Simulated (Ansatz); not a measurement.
The system is Ti2O.

```
Ti O
1.0
     2.91940    0.00000    0.00000
    -1.45970    2.52827    0.00000
     0.00000    0.00000    4.71300
Ti O
2 1
Direct
  0.33333 0.66667 0.72126
  0.66667 0.33333 0.27874
  0.00000 0.00000 0.00000
```

| Item | Value |
| --- | --- |
| Program | Ansatz 0.2.0 |
| Task | relaxation of cell and atoms |
| Functional | r2SCAN |
| Potentials or basis | Ansatz PAW |
| Cutoff | 500 eV (not typed: the program's choice for these potentials) |
| k mesh | 10 × 10 × 6 |
| Occupations | fermi-dirac, width 0.05 eV |
| Spin | no spin polarisation |

At the start: volume 11.60 Å³/atom.

Q: How do energy, volume and symmetry change on relaxing?

A: It ends after 6 steps and the volume is 12.11 Å³/atom (+4.4 %); space group P-3m1 (No. 164, to 0.05 Å).

The path:
```
step  energy change (eV)  largest force (eV/Å)  volume (Å³)
   1              0.0000                1.0429        34.79
   2             -0.0593                0.4458        37.11
   3             -0.0910                0.0595        36.46
   4             -0.0918                0.0183        36.27
   5             -0.0918                0.0002        36.32
   6             -0.0930                0.0002        36.32
```

Final structure:
```cif
data_structure
_symmetry_space_group_name_H-M 'P 1'
_symmetry_Int_Tables_number 1
_cell_length_a 2.9508
_cell_length_b 2.9508
_cell_length_c 4.8158
_cell_angle_alpha 90.000
_cell_angle_beta 90.000
_cell_angle_gamma 120.000
_cell_volume 36.32
loop_
_atom_site_label
_atom_site_type_symbol
_atom_site_fract_x
_atom_site_fract_y
_atom_site_fract_z
_atom_site_occupancy
Ti1 Ti 0.33333 0.66667 0.73116 1
Ti2 Ti 0.66667 0.33333 0.26884 1
O1 O 0.00000 0.00000 0.00000 1
```

Caveat: the plane-wave basis is chosen anew once the cell has moved, so the energies of steps on either side of that aren't comparable; the PAW data sets come from PBE, with cores solved anew for the run's functional, which leaves a small shift of forces and pressure.
